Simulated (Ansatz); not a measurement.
# W(100) with 4 layers of random W-Re, 2x2: scattering by chemical disorder, part 2 of 2

Wanted: resistance against the alloy's length, first W(100) with 4 layers of random W-Re, 2x2.

Ansatz 0.2.0; Ansatz plane-wave DFT, PBE, PAW files; ballistic transport by layer matching (Landauer), zero bias; PAW set soft_1.

So far. Step 3 (With 8 alloy layers): Over the solved energies the transmission per spin lies between 3.12 and 3.58, out of 5.41 channels of the lead on average (up to 5.78).

### 4. With 12 alloy layers

In 12 layers a share of 0.75 of the sites is given to Re at random. A fresh draw is used; the growth of the resistance with length is what counts.

System of this step: W(100) with 12 layers of random W-Re, 2x2. The cell holds 88 atoms: 52 W and 36 Re. Cell: a = 6.330 Å, b = 6.330 Å, c = 34.813 Å, α = 90.0°, β = 90.0°, γ = 90.0°. It derives from W. Regions: lead, 40 atoms (40 W); scattering region, 48 atoms (36 Re and 12 W). The structure is stacked along c, and the current runs across the ab planes.

Input file input.yaml:

```yaml
crystal:
  lattice:
    - [6.3296, 0.0, 0.0]
    - [0.0, 6.3296, 0.0]
    - [0.0, 0.0, 34.8128]
  atoms:
    - { symbol: W, position: [0.0, 0.0, 0.0227272727] }
    - { symbol: W, position: [0.0, 0.5, 0.0227272727] }
    - { symbol: W, position: [0.5, 0.0, 0.0227272727] }
    - { symbol: W, position: [0.5, 0.5, 0.0227272727] }
    - { symbol: W, position: [0.25, 0.25, 0.0681818182] }
    - { symbol: W, position: [0.25, 0.75, 0.0681818182] }
    - { symbol: W, position: [0.75, 0.25, 0.0681818182] }
    - { symbol: W, position: [0.75, 0.75, 0.0681818182] }
    - { symbol: W, position: [0.0, 0.0, 0.1136363636] }
    - { symbol: W, position: [0.0, 0.5, 0.1136363636] }
    - { symbol: W, position: [0.5, 0.0, 0.1136363636] }
    - { symbol: W, position: [0.5, 0.5, 0.1136363636] }
    - { symbol: W, position: [0.25, 0.25, 0.1590909091] }
    - { symbol: W, position: [0.25, 0.75, 0.1590909091] }
    - { symbol: W, position: [0.75, 0.25, 0.1590909091] }
    - { symbol: W, position: [0.75, 0.75, 0.1590909091] }
    - { symbol: W, position: [0.0, 0.0, 0.2045454545] }
    - { symbol: W, position: [0.0, 0.5, 0.2045454545] }
    - { symbol: W, position: [0.5, 0.0, 0.2045454545] }
    - { symbol: W, position: [0.5, 0.5, 0.2045454545] }
    - { symbol: Re, position: [0.25, 0.25, 0.25] }
    - { symbol: Re, position: [0.25, 0.75, 0.25] }
    - { symbol: Re, position: [0.75, 0.25, 0.25] }
    - { symbol: Re, position: [0.75, 0.75, 0.25] }
    - { symbol: Re, position: [0.0, 0.0, 0.2954545455] }
    - { symbol: Re, position: [0.0, 0.5, 0.2954545455] }
    - { symbol: W, position: [0.5, 0.0, 0.2954545455] }
    - { symbol: Re, position: [0.5, 0.5, 0.2954545455] }
    - { symbol: Re, position: [0.25, 0.25, 0.3409090909] }
    - { symbol: Re, position: [0.25, 0.75, 0.3409090909] }
    - { symbol: Re, position: [0.75, 0.25, 0.3409090909] }
    - { symbol: Re, position: [0.75, 0.75, 0.3409090909] }
    - { symbol: Re, position: [0.0, 0.0, 0.3863636364] }
    - { symbol: W, position: [0.0, 0.5, 0.3863636364] }
    - { symbol: Re, position: [0.5, 0.0, 0.3863636364] }
    - { symbol: Re, position: [0.5, 0.5, 0.3863636364] }
    - { symbol: Re, position: [0.25, 0.25, 0.4318181818] }
    - { symbol: Re, position: [0.25, 0.75, 0.4318181818] }
    - { symbol: Re, position: [0.75, 0.25, 0.4318181818] }
    - { symbol: Re, position: [0.75, 0.75, 0.4318181818] }
    - { symbol: Re, position: [0.0, 0.0, 0.4772727273] }
    - { symbol: Re, position: [0.0, 0.5, 0.4772727273] }
    - { symbol: Re, position: [0.5, 0.0, 0.4772727273] }
    - { symbol: W, position: [0.5, 0.5, 0.4772727273] }
    - { symbol: W, position: [0.25, 0.25, 0.5227272727] }
    - { symbol: Re, position: [0.25, 0.75, 0.5227272727] }
    - { symbol: W, position: [0.75, 0.25, 0.5227272727] }
    - { symbol: W, position: [0.75, 0.75, 0.5227272727] }
    - { symbol: Re, position: [0.0, 0.0, 0.5681818182] }
    - { symbol: Re, position: [0.0, 0.5, 0.5681818182] }
    - { symbol: Re, position: [0.5, 0.0, 0.5681818182] }
    - { symbol: Re, position: [0.5, 0.5, 0.5681818182] }
    - { symbol: Re, position: [0.25, 0.25, 0.6136363636] }
    - { symbol: Re, position: [0.25, 0.75, 0.6136363636] }
    - { symbol: Re, position: [0.75, 0.25, 0.6136363636] }
    - { symbol: Re, position: [0.75, 0.75, 0.6136363636] }
    - { symbol: W, position: [0.0, 0.0, 0.6590909091] }
    - { symbol: W, position: [0.0, 0.5, 0.6590909091] }
    - { symbol: Re, position: [0.5, 0.0, 0.6590909091] }
    - { symbol: W, position: [0.5, 0.5, 0.6590909091] }
    - { symbol: Re, position: [0.25, 0.25, 0.7045454545] }
    - { symbol: W, position: [0.25, 0.75, 0.7045454545] }
    - { symbol: Re, position: [0.75, 0.25, 0.7045454545] }
    - { symbol: Re, position: [0.75, 0.75, 0.7045454545] }
    - { symbol: W, position: [0.0, 0.0, 0.75] }
    - { symbol: Re, position: [0.0, 0.5, 0.75] }
    - { symbol: W, position: [0.5, 0.0, 0.75] }
    - { symbol: Re, position: [0.5, 0.5, 0.75] }
    - { symbol: W, position: [0.25, 0.25, 0.7954545455] }
    - { symbol: W, position: [0.25, 0.75, 0.7954545455] }
    - { symbol: W, position: [0.75, 0.25, 0.7954545455] }
    - { symbol: W, position: [0.75, 0.75, 0.7954545455] }
    - { symbol: W, position: [0.0, 0.0, 0.8409090909] }
    - { symbol: W, position: [0.0, 0.5, 0.8409090909] }
    - { symbol: W, position: [0.5, 0.0, 0.8409090909] }
    - { symbol: W, position: [0.5, 0.5, 0.8409090909] }
    - { symbol: W, position: [0.25, 0.25, 0.8863636364] }
    - { symbol: W, position: [0.25, 0.75, 0.8863636364] }
    - { symbol: W, position: [0.75, 0.25, 0.8863636364] }
    - { symbol: W, position: [0.75, 0.75, 0.8863636364] }
    - { symbol: W, position: [0.0, 0.0, 0.9318181818] }
    - { symbol: W, position: [0.0, 0.5, 0.9318181818] }
    - { symbol: W, position: [0.5, 0.0, 0.9318181818] }
    - { symbol: W, position: [0.5, 0.5, 0.9318181818] }
    - { symbol: W, position: [0.25, 0.25, 0.9772727273] }
    - { symbol: W, position: [0.25, 0.75, 0.9772727273] }
    - { symbol: W, position: [0.75, 0.25, 0.9772727273] }
    - { symbol: W, position: [0.75, 0.75, 0.9772727273] }
kpoints:
  mp_grid: { grid: [4, 4, 1] }
hamiltonian:
  xc: pbe
  pseudopotentials: { kind: paw, azcp: { folder: soft_1 } }
scf:
  occupations: { method: fermi_dirac, width: 0.1 }
output:
  transmission: { leads: [[0, 4]], kmesh: [8, 8], e_range: [-0.05, 0.05], de: 0.05 }
  write_potential: true
  write_density: true
  volumetric_format: npy
```

On the command line:

```
$ ansatz run input.yaml --threads 4 --pin off --max-ram 15360MiB --backend cpu --events-out ev --progress --plain --runs-dir out
```

Numbers of over 12 decimals in the logs are rounded to 6 here.

The program printed:

```text
[...]
Crystal: 88 atoms, lattice volume = 1394.734 Å³
Basis set: ecut = 420 eV, 27305 PW (Γ)
Bands: 761, of which v1, the nominal top of the filled ones, is band 634 counted from 1 (633 counted from 0)
Symmetry: 1 space group operations
[...]
k-points: 10 of 16 (time reversal used)
[...]
SCF iter   1: F=—  HF=-931403.443077 eV  |F-HF|=—  |Δ(HF+E_count)|=         —  Δρ=9.41e-2  dr2=1.08e3  ethr=3.10e-3  ⟨swp⟩=4.7  Hψ=23092  notcnv=0
[...]
SCF iter  10: F=-931352.935054 eV  HF=-931352.935054 eV  |F-HF|=2.13e-8  |Δ(HF+E_count)|=   2.17e-8  Δρ=3.52e-7  dr2=2.21e-8  ethr=7.89e-12  ⟨swp⟩=7.5  Hψ=16867  notcnv=0
SCF 1 converged in 10 iterations: F = -931352.935054 eV  dr2 = 2.21e-8
[...]
transmission: 200 of 1972 steps passed
transmission: 396 of 1972 steps passed
[...]
transmission: 1972 of 1972 steps passed
SCF converged after 10 iterations
Free energy (F): -931352.935054 eV
[...]
Internal energy: -931350.579063 eV  (E = F + TS)
E sigma→0 (E₀):  -931351.757059 eV
Entropy (-TS):   -2.355991 eV (-26.773 meV/atom)
Fermi energy:    22.676200 eV
[...]
--- Band table (eV; the first three rows and the last of 10) ---
  k-point 0: bands = [... 630 lower, 22.6073, 22.6155, 22.6174, 22.6211, 22.6278, 22.6325, 22.6583, 22.6691, ... 123 higher]
  k-point 1: bands = [... 630 lower, 22.3846, 22.4303, 22.4443, 22.4815, 22.5089, 22.5350, 22.5879, 22.6186, ... 123 higher]
  k-point 2: bands = [... 630 lower, 22.5870, 22.6247, 22.6383, 22.6633, 22.6777, 22.7060, 22.7342, 22.7465, ... 123 higher]
  k-point 9: bands = [... 630 lower, 23.1219, 23.1350, 23.1527, 23.1631, 23.1722, 23.1734, 23.1872, 23.2012, ... 123 higher]
--- Transmission ---
  basis      : 349 plane waves across, 58 finite elements along
  points     : 34, standing for a mesh of 8 x 8
[...]
channels       : 5.281250e0 a spin
[...]
slowest decay  : 0.0365 /Å at (0.5000, 0.5000)
  junction   : crystal 0 to crystal 0, 0.70 to 33.93 Å
    transmission   : 2.966842e0 a spin
[...]
```

Wall time 28 min (4 threads of Arm Neoverse V1, shared host); peak memory 8.6 GiB; 1.8 h of CPU time.

This step gave:

```
free energy                                    : -931352.9351 eV
energy at zero smearing                        : -931351.7571 eV
Fermi energy                                   : 22.68 eV
transmission per spin nearest the Fermi level  : 2.967
open channels per spin nearest the Fermi level : 5.281
step of the lead's potential                   : 7.4 meV
```

Per spin. Table of transmission, zone mean by energy, zero at the Fermi level:

```csv
energy (eV),"transmission, zone mean"
-0.0500,2.91
0.0000,2.97
0.0500,3.40
```

Over the solved energies the transmission per spin lies between 2.91 and 3.40, out of 5.32 channels of the lead on average (up to 5.78).

### 5. Resistance against length

This step: Ansatz plane-wave DFT, PBE, PAW files; ballistic transport by layer matching (Landauer), zero bias; residual resistivity from the slope of the area resistance, atoms on the host's lattice; PAW set soft_1 (Ansatz 0.2.0).

This step gave:

```yaml
resistivity: 27.54 µΩ cm
intercept: 0.2006 fΩ m²
scatter_about_the_fit: 0.03195 fΩ m²
```

Resistance, by row:

```csv
run,length (Å),T,channels N,RA (fΩ m²)
n4,6.33,3.906,5.323,0.3524
n8,12.66,3.334,5.406,0.5945
n12,18.99,3.092,5.323,0.701
```

Table of area resistance by length of the alloy:

```csv
length of the alloy (Å),area resistance (fΩ m²)
6.33,0.352
12.66,0.594
18.99,0.701
```

The area resistance goes from 0.35 to 0.70 fΩ m² between 6.3 and 19.0 Å, a slope of 28 µΩ cm.

By hand from the end points: (0.7010 − 0.3524) fΩ m² / (18.99 − 6.33) Å = 28 µΩ cm, since 1 fΩ m² per Å is 1000 µΩ cm.

### 6. What came out

```
resistivity from the slope  : 27.5 µΩ cm
area resistance over 6.33 Å : 0.352 fΩ m²
area resistance over 12.7 Å : 0.594 fΩ m²
area resistance over 19.0 Å : 0.701 fΩ m²
```

In words: The slope gives 28 µΩ cm. The points scatter by 0.032 fΩ m² about the line, with one random draw a length in a 2x2 cell, so the slope is a rough value. The lead's own channel count moves between the runs (5.32, 5.41 and 5.32), which shifts RA and the slope too. Read with a model of isotropic scattering on a spherical Fermi surface and the lead's 1.0×10¹⁵ S/m², this slope means a mean free path near 28 Å (a rough figure, since the alloy's own channel count differs); over these lengths the model's slope is 1.06 times its bulk resistivity, which would be 26 µΩ cm. The atoms sit on the host's lattice, so scattering by size misfit is left out. With 75 % of Re, whose own structure is another, this is a hypothetical phase. Spin-orbit coupling is left out, which matters for Re and W.

[Logs are printed without paths, hosts, clocks, repeated set-up lines and the standing remarks that a program may print on its own settings, such as how far it seeks lower states.]

[Hosts, paths, dates, database ids (printed as entryN), source tags and the programs' standing remarks are cut or masked in the printed files.]
